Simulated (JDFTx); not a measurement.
Au:

```
CELL_PARAMETERS angstrom
0.00000 2.03500 2.03500
2.03500 0.00000 2.03500
2.03500 2.03500 0.00000
ATOMIC_POSITIONS crystal
Au 0.00000 0.00000 0.00000
```

```yaml
Program: JDFTx 1.7.0 (patched build)
Task: single point
Functional: PBEsol
Potentials_or_basis: PseudoDojo-SR-PBEsol-0.4.1-standard with smoothed tails
Cutoff: 1034 eV
Density_cutoff: 4136 eV
k_mesh: 11 × 11 × 11
Occupations: fermi-dirac, width 0.05 eV
Spin: no spin polarisation
```

On this cell: pressure 1.2 GPa; band gap on the k mesh none (metal or under the smearing width).

The same run follows on a disturbed copy (cell strained at random at fixed volume):

```
CELL_PARAMETERS angstrom
0.05952 2.03278 2.02390
2.06284 0.03015 2.05328
2.07413 2.07344 0.01886
ATOMIC_POSITIONS crystal
Au 0.99810 0.99583 0.01853
```

Q: What does the disturbed cell give?

A: The energy (extrapolated to zero smearing) moves by +5.9 meV/atom; pressure 1.5 GPa; band gap on the k mesh none (metal or under the smearing width).

Stress tensor (GPa, compression positive):
```
 1.57 -1.97 -1.44
-1.97  1.41  0.23
-1.44  0.23  1.37
```
